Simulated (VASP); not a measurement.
Au:

```
Au
1.0
     0.00000    2.03500    2.03500
     2.03500    0.00000    2.03500
     2.03500    2.03500    0.00000
Au
1
Direct
  0.00000 0.00000 0.00000
```

- Program: VASP 6.6.1
- Task: relaxation of cell and atoms
- Functional: RPBE
- Dispersion: D4
- Potentials or basis: VASP PAW PBE potentials, release 64 (Au)
- Cutoff: 600 eV
- k mesh: 11 × 11 × 11
- Occupations: fermi-dirac, width 0.05 eV
- Spin: no spin polarisation

At the start: pressure 3.1 GPa; volume 16.85 Å³/atom.

Question: How do energy, volume and symmetry change on relaxing?

Answer: Over 3 steps the energy falls by 2.9 meV/atom and the volume is 17.16 Å³/atom (+1.8 %); space group Fm-3m (No. 225, to 0.05 Å).

The path:
```tsv
step	energy change (eV)	largest force (eV/Å)	pressure (GPa)	volume (Å³)
1	0.0000	0.0000	3.11	16.85
2	0.0042	0.0000	-4.35	17.67
3	-0.0029	0.0000	-0.01	17.16
```

Final structure:
```
Au
1.0
     0.00000    2.04733    2.04733
     2.04733    0.00000    2.04733
     2.04733    2.04733    0.00000
Au
1
Cartesian
  0.0000 0.0000 0.0000
```

Caveat: the PAW data sets were made with another functional, which shifts forces and pressure a little; pairwise dispersion overbinds metals, which lowers pressure and volume.
